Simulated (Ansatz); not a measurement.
# CdS (Greenockite) (P6_3mc) in Ansatz: a series of runs

Runs on CdS (Greenockite). Level: PBEsol. Tasks: single point.

All numbers are computed with Ansatz 0.2.0; they aren't measurements. Logs are shortened: lines on timing, memory, paths and dates and some standing lists are left out, and cuts for length are marked.

### 1 Starting point

Symmetry: P6_3mc, No. 186, hexagonal system. Conventional cell: a = 4.150 Å, b = 4.150 Å, c = 6.737 Å, α = 90.00°, β = 90.00°, γ = 120.00°. Cd (site symmetry 3m) is surrounded by 4 S at 2.53 to 2.54 Å. S (site symmetry 3m) is surrounded by 4 Cd at 2.53 to 2.54 Å.

### 2 Single point, PBEsol, 23.61 Å³/atom (volume scaled by 0.94)

Input file input.yaml:

```yaml
crystal:
  lattice:
    - [4.0652823512, 0.0, 0.0]
    - [-2.0326411756, 3.5206377897, 0.0]
    - [0.0, 0.0, 6.5994716144]
  atoms:
    - { symbol: Cd, position: [0.6666666667, 0.3333333333, 0.5] }
    - { symbol: Cd, position: [0.3333333333, 0.6666666667, 0.0] }
    - { symbol: S, position: [0.6666666667, 0.3333333333, 0.875] }
    - { symbol: S, position: [0.3333333333, 0.6666666667, 0.375] }
kpoints:
  mp_grid: { grid: [7, 7, 4] }
scf:
  occupations: { method: fermi_dirac, width: 0.05 }
hamiltonian:
  xc: pbesol
  pseudopotentials: { kind: all_electron, lapw: { basis_error: 0.001 } }
output:
  forces: true
  stress: true
  eigenvalues: true
```

Potentials or basis: all-electron LAPW, scalar-relativistic.

Command:

```console
> ansatz run input.yaml --threads 2 --pin off --max-ram 8192MiB --backend cpu --events-out ev --progress --plain --runs-dir out
```

What it wrote:

```text
Warning: RAYON_NUM_THREADS=2 ignored (pool sized by the plan → 2); use --threads N
LAPW: plane waves up to 8.236 Å⁻¹, error target 1.0e-3 eV per atom; small_component_spin mean_spin; S in spheres of 1.074 Å, 14 of its electrons in bands, Dirac shells []; Cd in spheres of 1.401 Å, 20 of its electrons in bands, Dirac shells [] (how accurate: hamiltonian.pseudopotentials.lapw.basis_error, Limitations)
Engine: ansatz 0.2.0, x86_64-unknown-linux-gnu
Pseudopotentials: kind: all_electron
Pseudopotential: Cd, LAPW, valence charge 20, lapw/all_electron/scalar/gaussian/Cd, Koelling and Harmon's equation, gaussian nucleus
Pseudopotential: S, LAPW, valence charge 14, lapw/all_electron/scalar/gaussian/S, Koelling and Harmon's equation, gaussian nucleus
Functional definition: PBEsol
  exchange = pbesol_x
  correlation = pbesol_c
Crystal: 4 atoms, lattice volume = 94.454 Å³
Basis set: ecut = 258.4584522880039 eV, 917 PW (Γ), exchange–correlation at level 2
Bands: 41, of which v1, the nominal top of the filled ones, is band 34 counted from 1 (33 counted from 0)
Symmetry: 12 space group operations
Space group: P63mc (ITA 186), of the structure as read, at distance tolerance 4.6e-5 Å
k-points: 24 of 196 (time reversal used)
Non-local potential: Cd, projectors of the file, none
Non-local potential: S, projectors of the file, none
Initial density: superposition of atomic densities (chi_scale 0.1, normalization cell, long waves kept (reshape's long-wave potential 0.00 eV rms))
Initial wavefunctions: plane waves of lowest kinetic energy (no species holds an atomic orbital)
Functional: x = pbesol(κ = 0.804, μ = 0.12345679012345678), c = pbesol(β = 0.046)
iter 1 solved again at ethr=3.72e-3 eV; its pass at ethr=1.00e-1 eV (dr2=2.53e0 eV) is discarded
SCF iter   1: F=—  HF=-326024.677346 eV  |F-HF|=—  |Δ(HF+E_count)|=         —  Δρ=3.73e-2  dr2=2.53e0  ethr=3.72e-3  ⟨swp⟩=2.0  Hψ=6714  notcnv=0
preconditioner: auto → Resta (q_TF=auto, 2.583 Å⁻¹)  ε∞=4.8  [insulator: Δε(μ)=1.688 eV  Ē_g=11.729 eV  σ=0.050 eV  W_gap=1.00  n_scr=22 (ndim 8)  ℏωp=22.9 eV  f_vac=0.125  D(μ)=0.00/eV (n_scr^D=0)  ε∞_Penn≈4.8]
SCF iter   2: F=—  HF=-326023.774737 eV  |F-HF|=—  |Δ(HF+E_count)|=   9.03e-1  Δρ=1.56e-2  dr2=4.04e-1  ethr=3.72e-3  ⟨swp⟩=3.0  Hψ=2921  notcnv=0
SCF iter   3: F=—  HF=-326023.684082 eV  |F-HF|=—  |Δ(HF+E_count)|=   9.07e-2  Δρ=8.11e-3  dr2=1.07e-1  ethr=5.94e-4  ⟨swp⟩=2.0  Hψ=2856  notcnv=0
iter 4 solved again at ethr=1.18e-5 eV; its pass at ethr=1.58e-4 eV (dr2=8.00e-3 eV) is discarded
SCF iter   4: F=—  HF=-326023.663662 eV  |F-HF|=—  |Δ(HF+E_count)|=         —  Δρ=2.55e-3  dr2=7.96e-3  ethr=1.18e-5  ⟨swp⟩=2.0  Hψ=4871  notcnv=0
the basis was enlarged: its passes take 74.8 KiB over the memory plan, 2 of 2 planned eigensolver slots
SCF iter   5: F=—  HF=-326023.663134 eV  |F-HF|=—  |Δ(HF+E_count)|=   5.27e-4  Δρ=7.11e-4  dr2=4.77e-4  ethr=1.17e-5  ⟨swp⟩=2.0  Hψ=2688  notcnv=0
SCF iter   6: F=—  HF=-326023.663810 eV  |F-HF|=—  |Δ(HF+E_count)|=   6.75e-4  Δρ=2.35e-4  dr2=7.52e-5  ethr=7.02e-7  ⟨swp⟩=3.0  Hψ=2789  notcnv=0
SCF iter   7: F=—  HF=-326023.663969 eV  |F-HF|=—  |Δ(HF+E_count)|=   1.59e-4  Δρ=5.19e-5  dr2=4.80e-6  ethr=1.11e-7  ⟨swp⟩=3.0  Hψ=2888  notcnv=0
SCF iter   8: F=—  HF=-326023.663981 eV  |F-HF|=—  |Δ(HF+E_count)|=   1.18e-5  Δρ=1.70e-5  dr2=5.43e-7  ethr=7.06e-9  ⟨swp⟩=3.0  Hψ=2941  notcnv=0
SCF iter   9: F=-326023.663981 eV  HF=-326023.663981 eV  |F-HF|=1.37e-8  |Δ(HF+E_count)|=   4.03e-7  Δρ=2.86e-6  dr2=1.17e-8  ethr=7.98e-10  ⟨swp⟩=3.0  Hψ=2888  notcnv=0
SCF 1 converged in 9 iterations: F = -326023.663981 eV  dr2 = 1.17e-8
SCF converged after 9 iterations
Free energy (F): -326023.663981 eV
Harris-Foulkes:  -326023.663981 eV  (|F-HF|=1.37e-8)
Internal energy: -326023.663981 eV  (E = F + TS)
E sigma→0 (E₀):  -326023.663981 eV
Entropy (-TS):   -0.000000 eV (-0.000 meV/atom)
Fermi energy:    9.024242 eV
--- Per-component energies (eV) ---
  E_band       = -3415.793279
  E_kinetic    = 340568.116971
  E_xc         = -9638.863359
  E_electrostatic = -656952.917593  (all electrons and nuclei)
  E_smearing   = -0.000000  (= −TS)
  E_closure    = 0.000000  (closes the sum)
  E_atoms      = -326010.068184  (free atoms, spherical and without spin; not in F)
  Σ components = -326023.663981   (vs F -326023.663981, Δ=0.00e0)
  Basis errors (estimates in eV, not in F): energy 4.5e-4 per atom: plane waves 4.1e-4 (2.4e-4 summed), levels above the bands 2.8e-55, relativity 6.5e-9, radial functions 4.3e-5, core shells 3.9e-7; eigenvalues (radial functions only) 1.0e-6; not estimated: angular momenta, meshes, grids; target (lapw.basis_error) 1.0e-3; muffin-tin radii S 1.074 Å, Cd 1.401 Å
--- Forces (eV/Å), atoms counted from 1 ---
  atom   1  Cd     0.00000000    -0.00000000    -0.07789813
  atom   2  Cd     0.00000000     0.00000000    -0.07789813
  atom   3  S      0.00000000    -0.00000000     0.07789057
  atom   4  S      0.00000000     0.00000000     0.07789057
  max |Σ_I F_I| component: 1.51e-5 eV/Å
--- Stress (GPa, compression-positive) ---
        2.839943       0.000000       0.000000
       -0.000000       2.839943      -0.000000
        0.000000      -0.000000       3.632057
  P = ⅓ Tr σ = 3.1040 GPa (31.040 kbar)
--- Band table (eV; the first three rows and the last of 24) ---
  k-point 0: bands = ["-195.8025", "-195.8025", "-140.8563", "-140.8563", "-140.8548", "-140.8548", "-140.8548", "-140.8548", "-92.8986", "-92.8985", "-54.0037", "-54.0032", "-54.0032", "-54.0031", "-54.0031", "-54.0028", "-4.2994", "-3.7972", "0.4874", "0.5137", "0.5137", "0.6148", "0.6148", "0.9933", "0.9933", "1.1029", "1.1029", "1.4859", "3.6108", "7.5410", "7.5410", "8.3483", "8.4013", "8.4013", "9.5925", "11.1353", "14.7387", "14.7387", "15.0624", "15.9004", "15.9004"]
  k-point 1: bands = ["-195.8025", "-195.8025", "-140.8563", "-140.8563", "-140.8548", "-140.8548", "-140.8548", "-140.8548", "-92.8986", "-92.8985", "-54.0036", "-54.0032", "-54.0032", "-54.0031", "-54.0031", "-54.0030", "-4.2244", "-3.8679", "0.5242", "0.5242", "0.5319", "0.5955", "0.5955", "1.0130", "1.0130", "1.0907", "1.0907", "1.1361", "4.3379", "7.2925", "7.6589", "7.6589", "8.2664", "8.2664", "10.5138", "11.2177", "14.5704", "14.8076", "14.8076", "15.4990", "15.5923"]
  k-point 2: bands = ["-195.8025", "-195.8025", "-140.8563", "-140.8563", "-140.8548", "-140.8548", "-140.8548", "-140.8548", "-92.8986", "-92.8986", "-54.0033", "-54.0033", "-54.0031", "-54.0031", "-54.0031", "-54.0031", "-4.0440", "-4.0440", "0.5556", "0.5556", "0.5556", "0.5556", "0.7217", "0.7217", "1.0556", "1.0556", "1.0556", "1.0556", "5.7650", "5.7650", "7.9542", "7.9542", "7.9542", "7.9542", "11.2466", "11.2466", "14.5060", "14.5060", "15.0970", "15.0970", "15.0970"]
  k-point 23: bands = ["-195.8025", "-195.8025", "-140.8563", "-140.8563", "-140.8548", "-140.8548", "-140.8548", "-140.8548", "-92.8985", "-92.8985", "-54.0038", "-54.0038", "-54.0035", "-54.0035", "-54.0031", "-54.0031", "-3.6987", "-3.6987", "0.6965", "0.6965", "0.7417", "0.7417", "0.9589", "0.9589", "1.0425", "1.0425", "1.6128", "1.6128", "4.1106", "4.1106", "5.8659", "5.8659", "7.1214", "7.1214", "12.7201", "12.7201", "14.3269", "14.3269", "14.9200", "14.9200", "16.9917"]
```

It took 23 s on 2 threads of AMD EPYC 7R43 (Zen 3), shared host; peak memory 0.45 GiB.

What came out:

| Property | Result |
| --- | --- |
| Free energy | -326023.6640 eV |
| Pressure | 3.1 GPa |
| Largest force | 0.078 eV/Å |
| Band gap on the k mesh | 1.19 eV, direct |

### 3 Single point, PBEsol, 24.12 Å³/atom (volume scaled by 0.96)

Edit input.yaml of step 2 so:

```diff
@@ -2,5 +2,5 @@
   lattice:
-    - [4.0652823512, 0.0, 0.0]
-    - [-2.0326411756, 3.5206377897, 0.0]
-    - [0.0, 0.0, 6.5994716144]
+    - [4.0939120434, 0.0, 0.0]
+    - [-2.0469560217, 3.5454318304, 0.0]
+    - [0.0, 0.0, 6.6459482979]
   atoms:
```

Potentials or basis: all-electron LAPW, scalar-relativistic.

Command:

```console
> ansatz run input.yaml --threads 2 --pin off --max-ram 8192MiB --backend cpu --events-out ev --progress --plain --runs-dir out
```

Wall time 22 s (2 threads of AMD EPYC 7R43 (Zen 3), shared host); peak memory 0.45 GiB.

It converged, with:

```
Free energy            : -326023.6932 eV
Pressure               : 1.6 GPa
Largest force          : 0.074 eV/Å
Band gap on the k mesh : 1.15 eV, direct
```

### 4 Single point, PBEsol, 24.62 Å³/atom (volume scaled by 0.98)

Edit input.yaml of step 3 so:

```diff
@@ -2,5 +2,5 @@
   lattice:
-    - [4.0939120434, 0.0, 0.0]
-    - [-2.0469560217, 3.5454318304, 0.0]
-    - [0.0, 0.0, 6.6459482979]
+    - [4.1221468118, 0.0, 0.0]
+    - [-2.0610734059, 3.5698838571, 0.0]
+    - [0.0, 0.0, 6.6917838725]
   atoms:
```

Command:

```console
> ansatz run input.yaml --threads 2 --pin off --max-ram 8192MiB --backend cpu --events-out ev --progress --plain --runs-dir out
```

It took 22 s on 2 threads of AMD EPYC 7R43 (Zen 3), shared host; peak memory 0.45 GiB.

It converged, with:

| Item | Value |
| --- | --- |
| Free energy | -326023.7046 eV |
| Pressure | 0.2 GPa |
| Largest force | 0.069 eV/Å |
| Band gap on the k mesh | 1.10 eV, direct |

### 5 Single point, PBEsol, 25.12 Å³/atom

Edit input.yaml of step 4 so:

```diff
@@ -2,5 +2,5 @@
   lattice:
-    - [4.1221468118, 0.0, 0.0]
-    - [-2.0610734059, 3.5698838571, 0.0]
-    - [0.0, 0.0, 6.6917838725]
+    - [4.15, 0.0, 0.0]
+    - [-2.075, 3.5940054257, 0.0]
+    - [0.0, 0.0, 6.737]
   atoms:
```

Command:

```console
> ansatz run input.yaml --threads 2 --pin off --max-ram 8192MiB --backend cpu --events-out ev --progress --plain --runs-dir out
```

Wall time 23 s (2 threads of AMD EPYC 7R43 (Zen 3), shared host); peak memory 0.45 GiB.

Results (log left out):

- Free energy: -326023.7000 eV
- Pressure: -1.0 GPa
- Largest force: 0.065 eV/Å
- Band gap on the k mesh: 1.06 eV, direct

### 6 Single point, PBEsol, 25.62 Å³/atom (volume scaled by 1.02)

Edit input.yaml of step 5 so:

```diff
@@ -2,5 +2,5 @@
   lattice:
-    - [4.15, 0.0, 0.0]
-    - [-2.075, 3.5940054257, 0.0]
-    - [0.0, 0.0, 6.737]
+    - [4.1774842447, 0.0, 0.0]
+    - [-2.0887421223, 3.6178074798, 0.0]
+    - [0.0, 0.0, 6.7816171943]
   atoms:
```

Potentials or basis: all-electron LAPW, scalar-relativistic.

Command:

```console
> ansatz run input.yaml --threads 2 --pin off --max-ram 8192MiB --backend cpu --events-out ev --progress --plain --runs-dir out
```

Run time: 21 s. Hardware: 2 threads of AMD EPYC 7R43 (Zen 3), shared host; peak memory 0.44 GiB.

The run converged. Its results:

```yaml
Free_energy: -326023.6812 eV
Pressure: -2.0 GPa
Largest_force: 0.062 eV/Å
Band_gap_on_the_k_mesh: 1.01 eV, direct
```

### 7 Single point, PBEsol, 26.13 Å³/atom (volume scaled by 1.04)

Edit input.yaml of step 6 so:

```diff
@@ -2,5 +2,5 @@
   lattice:
-    - [4.1774842447, 0.0, 0.0]
-    - [-2.0887421223, 3.6178074798, 0.0]
-    - [0.0, 0.0, 6.7816171943]
+    - [4.2046115259, 0.0, 0.0]
+    - [-2.1023057629, 3.6413003944, 0.0]
+    - [0.0, 0.0, 6.8256549035]
   atoms:
```

Command:

```console
> ansatz run input.yaml --threads 2 --pin off --max-ram 8192MiB --backend cpu --events-out ev --progress --plain --runs-dir out
```

Run time: 21 s. Hardware: 2 threads of AMD EPYC 7R43 (Zen 3), shared host; peak memory 0.44 GiB.

The run converged. Its results:

* Free energy: -326023.6496 eV
* Pressure: -3.0 GPa
* Largest force: 0.058 eV/Å
* Band gap on the k mesh: 0.97 eV, direct

### 8 Single point, PBEsol, 26.63 Å³/atom (volume scaled by 1.06)

Edit input.yaml of step 7 so:

```diff
@@ -2,5 +2,5 @@
   lattice:
-    - [4.2046115259, 0.0, 0.0]
-    - [-2.1023057629, 3.6413003944, 0.0]
-    - [0.0, 0.0, 6.8256549035]
+    - [4.2313932131, 0.0, 0.0]
+    - [-2.1156966065, 3.6644940159, 0.0]
+    - [0.0, 0.0, 6.8691315847]
   atoms:
```

Command:

```console
> ansatz run input.yaml --threads 2 --pin off --max-ram 8192MiB --backend cpu --events-out ev --progress --plain --runs-dir out
```

Wall time 21 s (2 threads of AMD EPYC 7R43 (Zen 3), shared host); peak memory 0.44 GiB.

Results (log left out):

| Quantity | Value |
| --- | --- |
| Free energy | -326023.6067 eV |
| Pressure | -3.8 GPa |
| Largest force | 0.054 eV/Å |
| Band gap on the k mesh | 0.93 eV, direct |

### 9 For comparison

An earlier run on the cell as given: functional PBEsol; potentials or basis all-electron LAPW, scalar-relativistic; cutoff 246 eV (chosen from the basis error); basis error allowed 0.001 eV/atom; k mesh 7 × 7 × 4; occupations fermi-dirac, width 0.05 eV; no spin polarisation.

* Pressure: -1.0 GPa
* Largest force: 0.065 eV/Å
* Band gap on the k mesh: 1.06 eV, direct
* Loewdin charges: Cd +1.27; S -1.07 e
